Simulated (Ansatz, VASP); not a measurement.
**Cross-check of Si (buckled honeycomb sheet of Si) between VASP and Ansatz**

Aim: how closely do two programs agree when they are given the same cell, functional and k mesh? The structure shown is the start of the Ansatz relaxation below; VASP solves that cell, so the two are compared at the walk's first step.

Main program and level: Ansatz 0.2.0; plane waves, with VASP 6.6.1 beside it; single point at PBE.

### Step 1. Starting point

The cell holds 2 atoms: 2 Si. Cell: a = 3.649 Å, b = 3.649 Å, c = 13.700 Å, α = 90.0°, β = 90.0°, γ = 120.0°. As first built, before any earlier steps moved the atoms (in the runner's words): own sheet built from covalent radii; start for a relaxation. Vacuum lies along c.

### Step 2. Ansatz: relaxation, PBE

Ansatz runs on its default PAW (the set named soft_2) files.

The two programs are compared at the cell with which this relaxation starts, whose forces are those of its first step.

input.yaml reads:

```yaml
crystal:
  lattice:
    - [3.649, 0.0, 0.0]
    - [-1.8245, 3.160127, 0.0]
    - [0.0, 0.0, 13.7]
  atoms:
    - { symbol: Si, position: [0.33333333, 0.66666667, 0.52554745] }
    - { symbol: Si, position: [0.66666667, 0.33333333, 0.47445255] }
kpoints:
  mp_grid: { grid: [5, 5, 1] }
scf:
  occupations: { method: fermi_dirac, width: 0.05 }
  max_iter: 100
hamiltonian:
  xc: pbe
relax:
  adjacent_minimum: "off"
  f_tol: 0.05
  max_steps: 40
  cell: { fix: [c, alpha, beta] }
```

The run is started by

```console
> ansatz run input.yaml --threads 4 --pin off --max-ram 10240MiB --backend cpu --events-out ev --progress --plain --runs-dir out
```

Numbers of over 12 decimals in the logs are rounded to 6 here.

What it wrote:

```text
Engine: ansatz 0.2.0, x86_64-unknown-linux-gnu
Pseudopotentials: kind: paw
Pseudopotential: Si, paw, valence charge 4, recommended cutoff 420 eV (normal), Si.paw.azcp
Functional definition: PBE
  parameter kappa = 0.804
  parameter beta = 0.066725
  exchange = pbe_x(kappa = kappa, mu = beta*pi^2/3)
  correlation = pbe_c(beta = beta)
Crystal: 2 atoms, lattice volume = 157.979 Å³
Basis set: ecut = 420 eV, 3021 PW (Γ), exchange–correlation on 50×50×192 points (8 copies of the dense FFT grid, shifted against one another)
Bands: 8, of which v1, the nominal top of the filled ones, is band 4 counted from 1 (3 counted from 0)
Symmetry: 12 space group operations
Space group: P-3m1 (ITA 164), of the structure as read, at distance tolerance 5.4e-5 Å
k-points: 5 of 25
Non-local potential: Si, projectors of the file, l = 0: 2, l = 1: 2, l = 2: 2
PAW form: soft (Blöchl's): semilocal exchange-correlation on the pseudo side does not see the compensation charge
PAW one-centre angular grid: Si, 110 points (default); XC on 64 Gauss nodes
Initial density: superposition of atomic densities (neutral atoms: chi_scale 0, normalization atom), corrected by the library's trained network
Initial wavefunctions: pseudopotential atomic-orbital guess
Functional: x = pbe(κ = 0.804, μ = 0.219515), c = pbe(β = 0.066725)
SCF iter   1: F=—  HF=-1270.049773 eV  |F-HF|=—  |Δ(HF+E_count)|=         —  Δρ=1.55e-3  dr2=1.06e-2  ethr=1.77e-3  ⟨swp⟩=8.0  Hψ=410  notcnv=0
preconditioner: auto → none  [insulator: Δε(μ)=0.797 eV  Ē_g=8.539 eV  σ=0.050 eV  W_gap=1.00  n_scr=6 (ndim 8)  ℏωp=8.4 eV  f_vac=0.619  D(μ)=0.00/eV (n_scr^D=0)  ε∞_Penn≈2.0]
SCF iter   2: F=—  HF=-1270.049855 eV  |F-HF|=—  |Δ(HF+E_count)|=   8.21e-5  Δρ=4.74e-4  dr2=6.95e-4  ethr=1.33e-4  ⟨swp⟩=3.2  Hψ=113  notcnv=0
SCF iter   3: F=—  HF=-1270.050775 eV  |F-HF|=—  |Δ(HF+E_count)|=   9.20e-4  Δρ=1.55e-4  dr2=5.55e-5  ethr=8.69e-6  ⟨swp⟩=2.0  Hψ=71  notcnv=0
SCF iter   4: F=—  HF=-1270.050849 eV  |F-HF|=—  |Δ(HF+E_count)|=   7.42e-5  Δρ=2.34e-5  dr2=1.65e-6  ethr=6.94e-7  ⟨swp⟩=2.6  Hψ=70  notcnv=0
iter 5 did not close the SCF: its close was put off for the readings that it lacked (scf_convergence_deferred on its scf_iter line)
SCF iter   5: F=-1270.050849 eV  HF=-1270.050849 eV  |F-HF|=8.92e-9  |Δ(HF+E_count)|=   7.29e-8  Δρ=4.51e-6  dr2=4.09e-8  ethr=2.06e-8  ⟨swp⟩=2.6  Hψ=59  notcnv=0
SCF iter   6: F=-1270.050849 eV  HF=-1270.050849 eV  |F-HF|=3.81e-9  |Δ(HF+E_count)|=   2.56e-8  Δρ=1.44e-6  dr2=6.18e-9  ethr=5.11e-10  ⟨swp⟩=3.0  Hψ=161  notcnv=0
SCF 1 converged in 6 iterations: F = -1270.050849 eV  dr2 = 6.18e-9
  greatest PAW one-centre occupation: 0.668 electrons in one spin orbital (limit 2), on the Si atom at site 1 (counted from 0), in its partial waves of l = 0
relax step   1: F+E_penalty+E_count = -1270.05084925 eV  Δ(F+E_penalty+E_count) = +0.000e0 eV  max|allowed force component| = 1.292e-1 eV/Å  Δτ_max = 0.0000 Å  P = +2.610 GPa  Ω = 157.979 Å³  fix = [c, alpha, beta]  reactions: c -0.092 GPa  (6 SCF iters, dr2 threshold 1.00e-7 eV, accepted)
[...]
relax step   2: F+E_penalty+E_count = -1270.29123308 eV  Δ(F+E_penalty+E_count) = -2.404e-1 eV  max|allowed force component| = 9.317e-2 eV/Å  Δτ_max = 0.0880 Å  P = +0.367 GPa  Ω = 173.993 Å³  energy of the carried Pulay correction = -5.530e-4 eV  fix = [c, alpha, beta]  reactions: c -0.050 GPa  (5 SCF iters, dr2 threshold 2.00e-7 eV, accepted)
[...]
relax step   3: F+E_penalty+E_count = -1270.30111379 eV  Δ(F+E_penalty+E_count) = -9.881e-3 eV  max|allowed force component| = 3.540e-2 eV/Å  Δτ_max = 0.0308 Å  P = -0.034 GPa  Ω = 177.669 Å³  energy of the carried Pulay correction = -6.725e-4 eV  fix = [c, alpha, beta]  reactions: c -0.021 GPa  (5 SCF iters, dr2 threshold 2.00e-7 eV, accepted)
[...]
relax step   4: F+E_penalty+E_count = -1270.30303245 eV  Δ(F+E_penalty+E_count) = -1.919e-3 eV  max|allowed force component| = 3.576e-2 eV/Å  Δτ_max = 0.0000 Å  P = -0.017 GPa  Ω = 177.669 Å³  fix = [c, alpha, beta]  reactions: c -0.015 GPa  stress off target by 1.83e-2 GPa on what of the cell is left free  SCF on the basis re-selected at this cell (its energy is not comparable with the rows above)  (4 SCF iters)
basis re-selected at this cell: Δ(F+E_penalty+E_count) = -1.919e-3 eV, ΔP = +0.016 GPa vs the last step (what re-selecting the basis moved, of the pressure what is left beyond the Pulay correction that the steps carried, after the strain that the cell walked since its last selection, with what the two solves' SCF thresholds leave and, on support functions, any second-order correction that the steps lacked; it is no measure of the basis error at this ecutwfc). The dense FFT grid was sized anew with the basis: this SCF ran on 27×27×96 points, the steps before it on 25×25×96, so part of this shift can come from that change (see relax.cell in the input reference). [rest of the remark cut]
SCF converged after 4 iterations
Free energy (F): -1270.303032 eV
Harris-Foulkes:  -1270.303032 eV  (|F-HF|=3.86e-10)
Internal energy: -1270.303025 eV  (E = F + TS)
E sigma→0 (E₀):  -1270.303029 eV
Entropy (-TS):   -0.000008 eV (-0.004 meV/atom)
Fermi energy:    -2.140309 eV
--- Per-component energies (eV) ---
  E_band       = -56.040835
  E_kinetic    = 77.714930
  E_local      = -760.822087  (includes V_loc(G=0)·N_el)
  E_nonlocal   = 52.239869
  E_hartree    = 335.169663
  E_xc         = -108.453581
  E_vxc        = -90.781442  (∫ρ·V_xc dr)
  E_paw        = -1025.344860  (= ΣΔE_a)
  E_vpaw       = -4.731472  (= ΣTr[D̂ρ^β])
  E_aug_tail   = 0.000013  (compensation charges beyond the density's cutoff)
  E_ewald      = 159.193028
  E_smearing   = -0.000008  (= −TS)
  E_closure    = -0.000000  (closes the sum)
  Σ components = -1270.303032   (vs F -1270.303032, Δ=0.00e0)
--- Forces (eV/Å), atoms counted from 1 ---
  atom   1  Si    -0.00000000     0.00000000    -0.03576317
  atom   2  Si    -0.00000000    -0.00000000     0.03576317
  max |Σ_I F_I| component: 1.85e-17 eV/Å
--- Stress (GPa, compression-positive) ---
       -0.018335       0.000000      -0.000000
        0.000000      -0.018335       0.000000
        0.000000       0.000000      -0.014726
  P = ⅓ Tr σ = -0.0171 GPa (-0.171 kbar)
--- Relaxed structure (3 steps of the walk, 3 accepted, 1 SCFs on fresh bases) ---
  F+E_penalty+E_count = -1270.30303245 eV   max|allowed force component| = 3.576e-2 eV/Å   (the final SCF, on the basis selected at the relaxed cell)
  cell:  # Å, volume = 177.6693 Å³
    - [3.869729, 0, 0]
    - [-1.934865, 3.351284, 0]
    - [0, 0, 13.7]
  atoms:
    - { symbol: Si, position: [0.333333, 0.666667, 0.516877] }
    - { symbol: Si, position: [0.666667, 0.333333, 0.483123] }
```

### Step 3. VASP: single point, PBE, start cell, pair 1

The same cell, functional, mesh and smearing now go to VASP, with its own data sets.

Lines of VASP's logs that name or quote its potential files are left out, and so is its time.

INCAR reads:

```
SYSTEM = Si
PREC = Accurate
ENCUT = 400
EDIFF = 1E-06
NELM = 120
ISMEAR = -1
SIGMA = 0.05
LREAL = .FALSE.
ALGO = Normal
GGA = PE
NBANDS = 10
LORBIT = 11
LWAVE = .FALSE.
LCHARG = .FALSE.
ISIF = 2
LASPH = .TRUE.
GGA_COMPAT = .FALSE.
EFERMI = MIDGAP
```

POSCAR reads:

```
Si
1.0
    3.6490000000      0.0000000000      0.0000000000
   -1.8245000000      3.1601270000      0.0000000000
    0.0000000000      0.0000000000     13.7000000000
Si
2
Direct
    0.3333332806      0.6666665612      0.5255474453
    0.6666667194      0.3333334388      0.4744525547
```

KPOINTS reads:

```
Automatic mesh
0
Gamma
5 5 1
0 0 0
```

Potentials, in the order of the species: Si (PBE family, release 64).

The run is started by

```console
> mpirun -np 1 vasp_std
```

What it wrote:

```text
[banner, memory and clock lines left out]
running    1 mpi-ranks, on    1 nodes
 distrk:  each k-point on    1 cores,    1 groups
 distr:  one band on    1 cores,    1 groups

 POSCAR found type information on POSCAR Si
 POSCAR found :  1 types and       2 ions
 LDA part: xc-table for (Slater+PW92), standard interpolation
 POSCAR, INCAR and KPOINTS ok, starting setup
 FFT: planning ... GRIDC
 FFT: planning ... GRID_SOFT
 FFT: planning ... GRID
 WAVECAR not read
 entering main loop
       N       E                     dE             d eps       ncg     rms          rms(c)
DAV:   1     0.259222294809E+02    0.25922E+02   -0.23075E+03   100   0.435E+02
DAV:   2    -0.873951446904E+01   -0.34662E+02   -0.33821E+02   156   0.841E+01
DAV:   3    -0.985243886513E+01   -0.11129E+01   -0.11114E+01   114   0.179E+01
DAV:   4    -0.988109540828E+01   -0.28657E-01   -0.28654E-01   160   0.375E+00
DAV:   5    -0.988189280478E+01   -0.79740E-03   -0.79738E-03   140   0.402E-01    0.529E+00
DAV:   6    -0.947354564669E+01    0.40835E+00   -0.35326E-01   118   0.251E+00    0.308E+00
DAV:   7    -0.928224008295E+01    0.19131E+00   -0.66969E-01   136   0.356E+00    0.437E-01
DAV:   8    -0.927908305279E+01    0.31570E-02   -0.49141E-02   152   0.119E+00    0.202E-01
DAV:   9    -0.927824948285E+01    0.83357E-03   -0.71116E-04   152   0.144E-01    0.134E-01
DAV:  10    -0.927616725406E+01    0.20822E-02   -0.10254E-03   130   0.126E-01    0.356E-02
DAV:  11    -0.927562827540E+01    0.53898E-03   -0.10470E-03   118   0.125E-01    0.459E-02
DAV:  12    -0.927590433793E+01   -0.27606E-03   -0.49349E-04   112   0.821E-02    0.287E-02
DAV:  13    -0.927696453290E+01   -0.10602E-02   -0.20675E-04   126   0.617E-02    0.486E-02
DAV:  14    -0.927703920673E+01   -0.74674E-04   -0.89378E-06   142   0.164E-02    0.124E-02
DAV:  15    -0.927724184754E+01   -0.20264E-03   -0.39541E-05   106   0.214E-02    0.437E-03
DAV:  16    -0.927725117322E+01   -0.93257E-05   -0.65051E-07   136   0.440E-03    0.155E-03
DAV:  17    -0.927725651551E+01   -0.53423E-05   -0.29613E-07   100   0.193E-03    0.732E-04
DAV:  18    -0.927725763591E+01   -0.11204E-05   -0.41244E-08   128   0.698E-04    0.368E-04
DAV:  19    -0.927725775820E+01   -0.12229E-06   -0.25547E-09   132   0.192E-04
   1 F= -.92772578E+01 E0= -.92771492E+01  d E =-.217050E-03
```

From OUTCAR (step 3):

```text
ion  position               nearest neighbor table
   1  0.333  0.667  0.526-   2 2.22   2 2.22   2 2.22
   2  0.667  0.333  0.474-   1 2.22   1 2.22   1 2.22

  LATTYP: Found a hexagonal cell.
 ALAT       =     3.6490000000
 C/A-ratio  =     3.7544532749

 Subroutine GETGRP returns: Found 12 space group operations
 (whereof 12 operations were pure point group operations)

The static configuration has the point symmetry D_3d.

 Found      5 irreducible k-points:

   k-points           NKPTS =      5   k-points in BZ     NKDIM =      5   number of bands    NBANDS=     10

   dimension x,y,z NGX =    24 NGY =   24 NGZ =   90
   dimension x,y,z NGXF=    48 NGYF=   48 NGZF=  180

   ENCUT  =  400.0 eV  29.40 Ry    5.42 a.u.   5.95  5.95 22.34*2*pi/ulx,y,z

   NELECT =       8.0000    total number of electrons

 k-points in reciprocal lattice and weights: Automatic mesh
   0.00000000  0.00000000  0.00000000       0.040
   0.20000000 -0.00000000  0.00000000       0.240
   0.40000000  0.00000000  0.00000000       0.240
   0.20000000  0.20000000  0.00000000       0.240
   0.40000000  0.20000000  0.00000000       0.240

 average (electrostatic) potential at core
       1 -90.7677       2 -90.7677

 E-fermi :  -1.7984

 k-point     1 :       0.0000    0.0000    0.0000
  band No.  band energies     occupation
      1     -13.1292      2.00000
      2      -5.5232      2.00000
      3      -2.1168      1.99658
      4      -2.1168      1.99658
      5      -0.0542      0.00000
      6       1.9628      0.00000
      7       1.9628      0.00000
      8       2.0102      0.00000
      9       2.5348      0.00000
    ...

 k-point     2 :       0.2000   -0.0000    0.0000
  band No.  band energies     occupation
      1     -12.5977      2.00000
      2      -5.2453      2.00000
      3      -4.4719      2.00000
      4      -2.9039      2.00000
      5       0.2344      0.00000
      6       1.0145      0.00000
      7       2.9388      0.00000
      8       3.1022      0.00000
      9       3.6529      0.00000
    ...

 k-point     3 :       0.4000    0.0000    0.0000
  band No.  band energies     occupation
      1     -11.1137      2.00000
      2      -8.0189      2.00000
      3      -3.7018      2.00000
      4      -3.5421      2.00000
      5      -0.7828      0.00000
      6       0.1909      0.00000
      7       2.8069      0.00000
      8       4.7265      0.00000
      9       4.9857      0.00000
    ...

  Total        3.8973301      3.8973309     -0.1075051     -0.0000000      0.0000000      0.0000000
  in kB       39.5256307     39.5256383     -1.0902866     -0.0000000      0.0000000      0.0000000
  external PRESSURE =      25.9869942 kB  Pullay stress =       0.0000000 kB

  energy-cutoff  :      400.00
  volume of cell :      157.98
      direct lattice vectors                 reciprocal lattice vectors
     3.649000000  0.000000000  0.000000000     0.274047684  0.158221489  0.000000000
    -1.824500000  3.160127000  0.000000000     0.000000000  0.316442978  0.000000000
     0.000000000  0.000000000 13.700000000     0.000000000  0.000000000  0.072992701

 POSITION                                       TOTAL-FORCE (eV/Angst)
 -----------------------------------------------------------------------------------
      0.00000      2.10675      7.20000        -0.000000      0.000000     -0.146495
      1.82450      1.05338      6.50000         0.000000      0.000000      0.146495
 -----------------------------------------------------------------------------------
    total drift:                               -0.000000     -0.000000      0.000000

  FREE ENERGIE OF THE ION-ELECTRON SYSTEM (eV)
  ---------------------------------------------------
  free  energy   TOTEN  =        -9.2772577582 eV

  energy  without entropy=       -9.2770407081  energy(sigma->0) =       -9.27714923

 total charge
# of ion       s       p       d       tot
------------------------------------------
    1        0.797   0.942   0.000   1.739
    2        0.797   0.942   0.000   1.739
--------------------------------------------------
tot          1.594   1.884   0.000   3.479

[... 2 further parts left out ...]
```

(Continued in part 2 of 2.)

[Lines on the potential files, build, host, timing and source positions are cut from VASP's logs without a mark.]

[Logs are printed without paths, hosts, clocks, repeated set-up lines and the standing remarks that a program may print on its own settings, such as how far it seeks lower states.]

[Hosts, paths, dates, database ids (printed as entryN), source tags and the programs' standing remarks are cut or masked in the printed files.]
